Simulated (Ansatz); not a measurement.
**Moving the knobs of a GW run on CdTe (F-43m)**

Aim: change settings of a G0W0 run on CdTe (F-43m) and see what moves.

Method: G0W0 on PBE, plane waves, PAW, in Ansatz 0.2.0.

This is a report of a sequence of runs, with most program output left out.

### 1. The structure

It takes space group F-43m (No. 216, cubic). The conventional cell has a = 6.480 Å, b = 6.480 Å, c = 6.480 Å, α = 90.00°, β = 90.00°, γ = 90.00°. Nearest to Cd lie 4 Te at 2.81 Å. Nearest to Te lie 4 Cd at 2.81 Å. Farther neighbours and most contacts between anions are not listed.

As a file:

```cif
data_structure
_symmetry_space_group_name_H-M 'P 1'
_symmetry_Int_Tables_number 1
_cell_length_a 4.5821
_cell_length_b 4.5821
_cell_length_c 4.5821
_cell_angle_alpha 60.000
_cell_angle_beta 60.000
_cell_angle_gamma 60.000
_cell_volume 68.02
loop_
_atom_site_label
_atom_site_type_symbol
_atom_site_fract_x
_atom_site_fract_y
_atom_site_fract_z
_atom_site_occupancy
Cd1 Cd 0.00000 0.00000 0.00000 1
Te2 Te 0.25000 0.25000 0.25000 1
```

The cell and positions come from the Crystallography Open Database and are kept as given unless a step says otherwise. Spin-orbit coupling is left out unless a step names it. The default PAW set here is soft_2. Its files were made with PBE.

### 2. The base run: 4×4×4 mesh, 203 empty bands, screening to 120 eV

G0W0 replaces the xc potential by the self-energy, built once from these orbitals. Only a window of levels is corrected, while the sums run over the empty bands that the input names.

File input.yaml:

```yaml
crystal:
  lattice:
    - [0.0, 3.24, 3.24]
    - [3.24, 0.0, 3.24]
    - [3.24, 3.24, 0.0]
  atoms:
    - { symbol: Cd, position: [0.0, 0.0, 0.0] }
    - { symbol: Te, position: [0.25, 0.25, 0.25] }
kpoints:
  mp_grid: { grid: [4, 4, 4] }
hamiltonian:
  xc: pbe
scf:
  occupations: { method: fixed }
gw:
  n_empty_bands: 203
  ecut_chi: 120
  qp_bands: [v2, c2]
  qp_kpoints: band_edges
  screening: { model: contour_deformation }
```

On the command line:

```
> ansatz run input.yaml --threads 3 --pin off --max-ram 92160MiB --backend cuda --events-out ev --progress --plain --runs-dir out --devices 1 --max-vram 13GiB  # rebuilt from the run's record
```

Wall time 8.3 s (1 × NVIDIA H100 80GB HBM3 (shared by 6 runs) with 3 threads of AMD EPYC 7R13 (Zen 3), shared host); peak memory 1.2 GiB.

This step gave:

```
bands summed                                 : 221
RPA ε∞ on this mesh (eigenvalues)            : 26.12, 26.12, 26.12
plane waves in the screening matrix          : 181
q-points in the mesh                         : 64
G0W0 gap on the mesh                         : 1.371 eV
k of the valence top                         : 0, 0, 0
k of the conduction bottom                   : 0, 0, 0
starting gap on the mesh                     : 0.7616 eV
Z at the valence top                         : 0.7367
Z at the conduction bottom                   : 0.7586
least direct G0W0 gap on the computed points : 1.371 eV
```

The gap on the mesh goes from 0.76 eV to 1.37 eV, a correction of +0.61 eV. Between the two edge states, bare exchange in place of the xc potential would open the gap by 6.00 eV, and correlation takes back 5.39 eV.

### 3. Variant: coarser q mesh

Edit input.yaml of step 2 so:

```diff
@@ -15,4 +15,4 @@
 gw:
-  n_empty_bands: 203
-  ecut_chi: 120
+  n_empty_bands: 154
+  ecut_chi: 100
   qp_bands: [v2, c2]
@@ -20 +20,2 @@
   screening: { model: contour_deformation }
+  q_mesh: [2, 2, 2]
```

Elapsed: 6.1 s, on 1 × NVIDIA H100 80GB HBM3 (shared by 6 runs) with 3 threads; peak memory 1.1 GiB.

Against the base:

```
              setting  base    variant
          empty bands   203        154
screening cutoff (eV)   120        100
               q mesh     -  [2, 2, 2]
```

```
                                    quantity  variant   base
                    starting gap on the mesh    0.762  0.762
                        G0W0 gap on the mesh    1.425  1.371
least direct G0W0 gap on the computed points    1.425  1.371
                        Z at the valence top    0.693  0.737
                  Z at the conduction bottom    0.709  0.759
```

### 4. Variant: low screening cutoff

Edit input.yaml of step 3 so:

```diff
@@ -15,4 +15,4 @@
 gw:
-  n_empty_bands: 154
-  ecut_chi: 100
+  n_empty_bands: 203
+  ecut_chi: 25
   qp_bands: [v2, c2]
@@ -20,2 +20 @@
   screening: { model: contour_deformation }
-  q_mesh: [2, 2, 2]
```

The job ended after 15 s (1 × NVIDIA H100 80GB HBM3 (shared by 6 runs) with 3 threads; peak memory 1.1 GiB; 20 s of CPU time).

Against the base:

```
              setting  base  variant
screening cutoff (eV)   120       25
```

```
                                    quantity  variant   base
                    starting gap on the mesh    0.762  0.762
                        G0W0 gap on the mesh    1.309  1.371
least direct G0W0 gap on the computed points    1.309  1.371
                        Z at the valence top    0.751  0.737
                  Z at the conduction bottom    0.766  0.759
```

### 5. Results

* base: 1.37 eV, 8.3 s
* coarser q mesh: 1.42 eV, 6.1 s
* low screening cutoff: 1.31 eV, 15 s

Coarser q mesh: the gap moves by +0.05 eV; such settings are too crude to quote. The variant differs from the base in empty bands, screening cutoff and q mesh together, so the change can't be laid to one of them. Low screening cutoff: the gap moves by −0.06 eV; such settings are too crude to quote. All runs here use a coarse mesh and modest cutoffs; they test settings and are not final values. The 4×4×4 mesh is coarse for this cell (its supercell is 18 Å along the shortest edge). The RPA ε∞ on it, from the PBE start, is 26.12; such meshes misread the long-range screening, most where the gap is narrow. The RPA ε∞ on this mesh reaches over 25; with a narrow direct gap a coarse mesh can overstate it, and the correction is then too small. The many-body steps are scalar-relativistic: spin-orbit coupling is not in them.

[Paths, hosts, dates, memory and timing lines, banners, echoed tables and standing remarks are left out of the program output.]

[Logs are printed without paths, hosts, clocks, repeated set-up lines and the standing remarks that a program may print on its own settings, such as how far it seeks lower states.]

[Runs of the session that timed out or met a known fault of the program may be left out.]

[Cells called generated may have been cut or substituted from an entry of the Crystallography Open Database or the Materials Project.]

[Hosts, paths, dates, database ids (printed as entryN), source tags and the programs' standing remarks are cut or masked in the printed files.]
